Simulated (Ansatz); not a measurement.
All numbers below come from Ansatz, DFT PBE, scalar-relativistic, plane waves, PAW. Settings: cutoff 420 eV, Γ-centred meshes spaced at most about 0.3 Å⁻¹ (2π included), Gaussian smearing. No spin polarisation.

All energies are static (0 K, no zero-point motion).

Question: Order these relaxed structures of Be2S5 by energy, lowest first, with the energy over the lowest of them.
A.

```
Be S
1.0
     1.72356    0.99509   13.90434
    -1.72356    0.99509   13.90434
     0.00000   -1.99019   13.90434
Be S
2 5
Direct
  0.18562 0.18562 0.18562
  0.81438 0.81438 0.81438
  0.63361 0.63361 0.63361
  0.13292 0.13292 0.13292
  0.36639 0.36639 0.36639
  0.86708 0.86708 0.86708
  0.00000 0.00000 0.00000
```

B.

```
Be S
1.0
     6.93380    0.00000    0.00000
    -3.46690    6.00485    0.00000
     0.00000    0.00000    9.64625
Be S
4 10
Direct
  0.00000 0.00000 0.99724
  0.49991 0.50009 0.99317
  0.00017 0.50009 0.99317
  0.49991 0.99983 0.99317
  0.16659 0.83341 0.00052
  0.16659 0.33317 0.00052
  0.66683 0.83341 0.00052
  0.66667 0.33333 0.98084
  0.48940 0.51060 0.58298
  0.17727 0.35454 0.49063
  0.02120 0.51060 0.58298
  0.48940 0.97880 0.58298
  0.17727 0.82273 0.49063
  0.64546 0.82273 0.49063
```

C.

```
Be S
1.0
     2.66261   -2.41583    0.00000
     2.66261    2.41583    0.00000
    -0.83849    0.00000    9.43265
Be S
2 5
Direct
  0.51509 0.00497 0.12611
  0.99503 0.48491 0.87389
  0.47791 0.37235 0.75559
  0.14747 0.60815 0.57175
  0.62765 0.52209 0.24441
  0.39185 0.85253 0.42825
  0.99501 0.00499 0.00000
```

Answer: B (0 meV/atom), C (101 meV/atom), A (118 meV/atom). Forms: B P3m1; C C2; A R-3m. Counting S atoms around Be (those within 1.25 times the shortest such distance or 1.15 times the sum of covalent radii, 1.27 where that leaves under three): B has Be 3; C has Be 4; A has Be 4. B holds S–S units of three or more atoms (shortest 2.08 Å); C holds S–S units of three or more atoms (shortest 1.96 Å) (bonds between like non-metal atoms; other contacts aren't counted). All come from invented guesses.

Weakly bound directions are ill-defined at this level, which has no dispersion term (P3m1, R-3m), and this can change margins and order among such cells. Cells relaxed within their symmetry can be saddle points. Some types were kept out of the candidates beforehand, so the set may lack a known form.
